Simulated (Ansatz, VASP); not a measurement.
One calculation of WC, 7 ways

The starting cell:

```
CELL_PARAMETERS angstrom
2.90650 0.00000 0.00000
-1.45325 2.51710 0.00000
0.00000 0.00000 2.83660
ATOMIC_POSITIONS crystal
W 0.00000 0.00000 0.00000
C 0.66667 0.33333 0.50000
```

Alike in all runs: task relaxation of cell and atoms; functional PBE; k mesh 10 × 10 × 9; occupations fermi-dirac, width 0.05 eV; no spin polarisation; no spin-orbit coupling.

```json
{"program and potentials": "VASP, PBE PAW files C_GW, W_sv_GW, 680 eV", "plane-wave cutoff (eV)": "680", "notes": "9 valence electrons an atom on average", "equilibrium volume (Å³/atom)": "10.52"}
{"program and potentials": "VASP, PBE PAW files C_h, W_sv, 980 eV", "plane-wave cutoff (eV)": "980", "notes": "9 valence electrons an atom on average", "equilibrium volume (Å³/atom)": "10.55"}
{"program and potentials": "VASP, PBE PAW files C, W_sv, release 54, 600 eV", "plane-wave cutoff (eV)": "600", "notes": "9 valence electrons an atom on average", "equilibrium volume (Å³/atom)": "10.55"}
{"program and potentials": "VASP, PBE PAW files C_s, W_sv, 480 eV", "plane-wave cutoff (eV)": "480", "notes": "9 valence electrons an atom on average", "equilibrium volume (Å³/atom)": "10.55"}
{"program and potentials": "VASP, PBE PAW files C_GW, W_sv_GW, 630 eV", "plane-wave cutoff (eV)": "630", "notes": "9 valence electrons an atom on average", "equilibrium volume (Å³/atom)": "10.51"}
{"program and potentials": "VASP, PBE PAW files C, W, release 54, 580 eV", "plane-wave cutoff (eV)": "580", "notes": "5 valence electrons an atom on average", "equilibrium volume (Å³/atom)": "10.49"}
{"program and potentials": "Ansatz, all-electron LAPW, scalar-relativistic", "plane-wave cutoff (eV)": "-", "notes": "-", "equilibrium volume (Å³/atom)": "10.53"}
```

The equilibrium volume spans 10.49 (VASP, PBE PAW files C, W, release 54, 580 eV) to 10.55 Å³/atom (VASP, PBE PAW files C, W_sv, release 54, 600 eV), with all-electron results at 10.53. Relaxations stop with a little pressure left, so the last digit of a volume isn't settled.

The functional is the same throughout but for its coding, so the spread measures potentials, basis and numerics; runs on potential files found faulty are left out.

The equilibrium volume of WC depends little on the choice of potential, and the all-electron value of 10.53 Å³/atom lies inside the range of the PAW results. This insensitivity fits the bonding: strong W 5d–C 2p covalency, with some metallic character, makes the lattice stiff, so a small error in the pressure shifts the volume only slightly.

The three carbon files combined with W_sv all give 10.55 Å³/atom, which points to tungsten rather than carbon as the more sensitive part of the description. The smallest volume, 10.49 Å³/atom, comes from the only run with the tungsten semicore shell frozen, probably because that shell cannot respond to the short W–C contacts. Valence count alone does not fix the result, however, since the GW files treat as many electrons as the other W_sv runs yet give slightly smaller volumes.

All runs expand the starting cell, which is close to the measured one, in line with the usual mild underbinding of PBE. Agreement in volume does not establish equal agreement in the axial ratio.
